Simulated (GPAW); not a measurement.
CdTe:

```
Te Cd
1.0
     0.00000    3.20500    3.20500
     3.20500    0.00000    3.20500
     3.20500    3.20500    0.00000
Te Cd
1 1
Direct
  0.25000 0.25000 0.25000
  0.00000 0.00000 0.00000
```

Base run:

* Program: GPAW 26.7.0
* Functional: TB-mBJ
* Potentials or basis: GPAW PAW data sets for LDA (gpaw-data 1.2.1)
* Cutoff: 600 eV
* Basis: pw
* k mesh: 6 × 6 × 6
* Occupations: fermi-dirac, width 0.05 eV
* Spin: no spin polarisation

Its results: band gap on the k mesh 1.90 eV, direct.

**Question.** After a change of settings the same cell gave: band gap on the k mesh 0.61 eV, direct. Which change was it?
A. functional from TB-mBJ to LDA; potentials or basis from GPAW PAW data sets for LDA (gpaw-data 1.2.1) to PAW data sets generated in the run's folder for this functional
B. functional from TB-mBJ to PBE; potentials or basis from GPAW PAW data sets for LDA (gpaw-data 1.2.1) to GPAW PAW data sets (gpaw-data 1.2.1), other valence; valence electrons from 18 to 28
C. functional from TB-mBJ to PBE; potentials or basis from GPAW PAW data sets for LDA (gpaw-data 1.2.1) to PAW data sets generated in the run's folder for this functional
D. functional from TB-mBJ to GLLB-SC; potentials or basis from GPAW PAW data sets for LDA (gpaw-data 1.2.1) to the program's PAW data sets (release 1.2.1) made for this functional

**Answer.** A.

Caveats: spin-orbit coupling is left out, which moves the levels of the heavy elements; a model potential gives levels but no total energy (some runs).

Not every run made on this cell is shown here.
